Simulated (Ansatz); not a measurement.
The system is TiNi.

```
Ni Ti
1.0
     3.82195    0.00000    0.00000
     0.00000    3.82195    0.00000
     0.00000    0.00000    3.63625
Ni Ti
2 2
Direct
  0.00000 0.00000 0.00000
  0.50000 0.50000 0.00000
  0.50000 0.00000 0.51920
  0.00000 0.50000 0.48080
```

The cell comes from a database or a generator and needn't be the stable form of this composition.

Base run:

```yaml
Program: Ansatz 0.2.0
Functional: PBEsol
Potentials_or_basis: Ansatz PAW
Cutoff: "420 eV (not typed: the program's choice for these potentials)"
k_mesh: 6 × 6 × 6
Occupations: fermi-dirac, width 0.05 eV
Spin: collinear spin, ferromagnetic start
Starting_moments: "[2.0, 2.0, 2.0, 2.0] μB"
Fixed_moment: 8 μB
```

Its results: pressure 18.1 GPa; site moments Ni +1.41; Ti +1.67 μB; largest force 0.900 eV/Å.

Problem. After a change of settings the same cell gave: pressure -4.7 GPa; site moments Ni +0.14; Ti +0.28 μB; largest force 0.121 eV/Å. Which change was it?
A. fixed moment from 8 μB to 2 μB; moments at the start from [2.0, 2.0, 2.0, 2.0] to [0.5, 0.5, 0.5, 0.5]
B. fixed moment from 8 μB to 4 μB; moments at the start from [2.0, 2.0, 2.0, 2.0] to [1.0, 1.0, 1.0, 1.0]
C. fixed moment from 8 μB to 6 μB; moments at the start from [2.0, 2.0, 2.0, 2.0] to [1.5, 1.5, 1.5, 1.5]
D. fixed moment from 8 μB to 1 μB; moments at the start from [2.0, 2.0, 2.0, 2.0] to [0.25, 0.25, 0.25, 0.25]

Solution. D.

Caveats: the total moment is fixed, so each spin has its own Fermi level; the PAW data sets come from PBE, with cores solved anew for the run's functional, which leaves a small shift of forces and pressure; the thresholds are loose for stress.
